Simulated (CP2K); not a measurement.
NaI:

```
CELL_PARAMETERS angstrom
4.57696 0.00000 0.00000
2.28848 3.96376 0.00000
2.28848 1.32125 3.73707
ATOMIC_POSITIONS crystal
I 0.50000 0.50000 0.50000
Na 0.00000 0.00000 0.00000
```

Base run:

```yaml
Program: CP2K 2026.2
Functional: WC
Potentials_or_basis: POTENTIAL_UZH I GTH-PBE-q7, Na GTH-PBE-q9; TZVP-MOLOPT-PBE-GTH basis
Density_cutoff: 19048 eV
k_mesh: 7 × 7 × 7
Occupations: fermi-dirac, width 0.05 eV
Spin: no spin polarisation
```

Its results: band gap on the k mesh 3.47 eV, direct; pressure 0.0 GPa.

Problem. The run is repeated on the same cell with these changes: functional from WC to MS2. What comes out?

Solution. Band gap on the k mesh 4.45 eV, direct; pressure 0.0 GPa.

MS2 gives the wider gap, since meta-GGAs in the generalised Kohn-Sham scheme recover part of the derivative discontinuity.

Caveats: the potentials were made for another functional, which shifts forces and pressure; spin-orbit coupling is left out, which moves the levels of the heavy elements; an odd mesh through Γ misses points on the zone boundary, where band edges often lie; the basis of atomic orbitals isn't converged, which shifts pressures, moduli and gaps.

Not every run made on this cell is shown here.
